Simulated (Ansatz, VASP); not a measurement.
Ta in VASP and in Ansatz

```
Ta
1.0
     1.49020   -2.25960    0.00000
     1.49020    2.25960    0.00000
     0.00000    0.00000    2.87748
Ta
1
Cartesian
  0.0000 0.0000 0.0000
```

Alike in both runs: task single point; functional PBE; k mesh 8 × 8 × 6; occupations gaussian, width 0.1 eV; no spin polarisation.

|  | VASP | Ansatz |
| --- | --- | --- |
| version | VASP 6.6.1 | Ansatz 0.2.0 |
| potentials or method | VASP PAW PBE potentials, release 64 (Ta_pv) | scalar-relativistic, plane waves, PAW |
| plane-wave cutoff (eV) | 520 | 420 |
| valence electrons in the cell | 11 | 13 |

VASP gave:

```
gap on the k mesh at the Fermi level (eV)       : none
pressure (GPa)                                  : 5.1
largest component of the traceless stress (GPa) : 21.90
```

Task: Estimate Ansatz's values.

Result: gap on the k mesh at the Fermi level (eV): none; pressure (GPa): 4.9; largest component of the traceless stress (GPa): 21.77.

A gap of «none» marks a metal or a gap that the smearing closes. The two sets of potentials don't hold the same shells in valence.

Caveats: the k mesh is coarse (spacing up to 0.36 Å⁻¹), so the values aren't converged. Spin-orbit coupling is left out, which matters for the levels of Ta.
